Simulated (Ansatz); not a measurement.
The system is As.

```
As
1.0
     2.70368    0.00000    0.00000
     0.00000    2.70368    0.00000
     0.00000    0.00000    2.70368
As
1
Cartesian
  1.3518 1.3518 1.3518
```

This isn't the form of As at room conditions, which is rhombohedral.

Program: Ansatz 0.2.0. Alike in all runs: task single point; level HSE06 form with a typed share of exact exchange; potentials or basis Ansatz PAW; no spin polarisation; cell as given; k mesh 5 × 5 × 5; cutoff (eV) 420; smearing fermi-dirac 0.05 eV; the mesh is coarse, so values aren't converged.

Problem. Order these runs on this cell by their pressure, lowest first.
A. share of exact exchange 0.3
B. share of exact exchange 0.2
C. share of exact exchange 0.1

Solution. A (-1.5 GPa), B (0.2 GPa), C (1.7 GPa).

Caveats: all runs use coarse meshes; the PAW data sets come from PBE, with cores solved anew for the run's functional, which leaves a small shift of forces and pressure; the thresholds are loose for stress.
